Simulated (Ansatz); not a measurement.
Crystal: Nb.

```
Nb
1.0
     2.71964    0.00000    0.00000
     0.00000    2.71964    0.00000
     0.00000    0.00000    2.71964
Nb
1
Direct
  0.50000 0.50000 0.50000
```

The cell was built by a generator and needn't be a form met in nature.

```yaml
Program: Ansatz 0.2.0
Task: relaxation of cell and atoms
Functional: HSE03
Potentials_or_basis: Ansatz PAW
Cutoff: "420 eV (not typed: the program's choice for these potentials)"
k_mesh: 5 × 5 × 5
Occupations: fermi-dirac, width 0.05 eV
Spin: no spin polarisation
```

At the start: volume 20.12 Å³/atom.

**Question.** Where does the relaxation end?

**Answer.** It ends after 3 steps and the volume is 20.89 Å³/atom (+3.8 %); space group Pm-3m (No. 221, to 0.05 Å).

The path:
| step | energy change (eV) | largest force (eV/Å) | volume (Å³) |
| --- | --- | --- | --- |
| 1 | 0.0000 | 0.0000 | 20.12 |
| 2 | -0.0109 | 0.0000 | 20.89 |
| 3 | -0.0110 | 0.0000 | 20.89 |

Final structure:
```yaml
crystal:
  lattice:
    - [2.75401, 0.00000, 0.00000]
    - [0.00000, 2.75401, 0.00000]
    - [0.00000, 0.00000, 2.75401]
  atoms:
    - { symbol: Nb, position: [0.50000, 0.50000, 0.50000] }
```

Caveat: the k mesh is coarse (spacing up to 0.46 Å⁻¹), so the values aren't converged, least of all with exact exchange; the plane-wave basis is chosen anew once the cell has moved, so the energies of steps on either side of that aren't comparable; the PAW data sets come from PBE, with cores solved anew for the run's functional, which leaves a small shift of forces and pressure.
